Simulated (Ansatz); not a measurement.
Ni under changes of volume

One of the cells (10.597 Å³/atom); the others are scaled copies at fixed shape and fractional positions:

```
CELL_PARAMETERS angstrom
-1.38372 1.38372 1.38372
1.38372 -1.38372 1.38372
1.38372 1.38372 -1.38372
ATOMIC_POSITIONS crystal
Ni 0.00000 0.00000 0.00000
```

This isn't the form of Ni at room conditions, which is fcc.

| Item | Value |
| --- | --- |
| Program | Ansatz 0.2.0 |
| Functional | LDA |
| Potentials or basis | all-electron LAPW, scalar-relativistic |
| Cutoff | 339 eV (chosen from the basis error) |
| Basis error allowed | 0.001 eV/atom |
| k mesh | 13 × 13 × 13 |
| Occupations | fermi-dirac, width 0.05 eV |
| Spin | collinear spin, ferromagnetic start |
| Starting moments | [1.0] μB |

```tsv
volume (Å³/atom)	energy over the lowest point (meV/atom)	pressure (GPa)	moment (μB per cell)
9.962	0.00	2.3	0.21
10.174	0.93	-2.7	0.29
10.385	7.61	-6.4	0.51
10.597	18.63	-10.3	0.55
10.809	34.74	-13.9	0.57
11.021	55.40	-17.1	0.58
11.233	?	?	?
```

Q: What does the run at 11.233 Å³/atom give?

A: Energy over the lowest point 80.09 meV/atom; pressure -20.0 GPa; moment 0.59 μB per cell.

Worked out: A Birch-Murnaghan fit of order 3 (a polynomial in V^(-2/3)) to the other rows has its minimum at 10.02 Å³/atom with B0 = V·E''(V) = 192 GPa (rough, since the energies scatter). It gives 80.29 meV/atom at 11.233 Å³/atom, against the run's 80.09, and -dE/dV = -20.4 GPa, against -20.0. A parabola through the other rows of the moment, of slope -0.311 μB per Å³/atom there, extrapolates to 0.53 μB, against the run's 0.59.

Energies are extrapolated to zero smearing.
